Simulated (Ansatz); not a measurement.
The system is SnO.

```
Sn O
1.0
     3.81370    0.00000    0.00000
     0.00000    3.81370    0.00000
     0.00000    0.00000    4.88691
Sn O
2 2
Direct
  0.50000 0.00000 0.76463
  0.00000 0.50000 0.23537
  0.00000 0.00000 0.00000
  0.50000 0.50000 0.00000
```

The cell is a database's computed one.

| Property | Result |
| --- | --- |
| Program | Ansatz 0.2.0 |
| Task | single point |
| Functional | PBEsol |
| Potentials or basis | all-electron LAPW, scalar-relativistic |
| Cutoff | 344 eV (chosen from the basis error) |
| Basis error allowed | 0.001 eV/atom |
| k mesh | 7 × 7 × 6 |
| Occupations | fermi-dirac, width 0.05 eV |
| Spin | no spin polarisation |

On this cell: pressure -0.6 GPa; largest force 0.071 eV/Å; band gap on the k mesh 0.36 eV, indirect (least direct gap 1.99 eV).

The same run follows on a disturbed copy (atoms moved at random, drawn with an rms of 0.05 Å):

```
Sn O
1.0
     3.81370    0.00000    0.00000
     0.00000    3.81370    0.00000
     0.00000    0.00000    4.88691
Sn O
2 2
Direct
  0.50918 0.99567 0.76977
  0.00319 0.50075 0.22490
  0.00685 0.00345 0.99809
  0.49356 0.49563 0.99839
```

Q: What does the disturbed cell give?

A: The energy moves by +11.3 meV/atom; pressure 1.9 GPa; largest force 0.841 eV/Å; band gap on the k mesh 0.58 eV, indirect (least direct gap 1.89 eV).

Forces on the atoms (eV/Å):
```
Sn  -0.110  0.049 -0.752
Sn  -0.085 -0.006  0.837
O   -0.190 -0.183 -0.028
O    0.385  0.139 -0.057
```

Stress tensor (GPa, compression positive):
```
 1.73  0.04 -0.14
 0.04  1.62 -0.01
-0.14 -0.01  2.46
```

Caveats: spin-orbit coupling is left out, which moves the levels of the heavy elements; an odd mesh through Γ misses points on the zone boundary, where band edges often lie.

The runs don't all hold the same shells in valence.
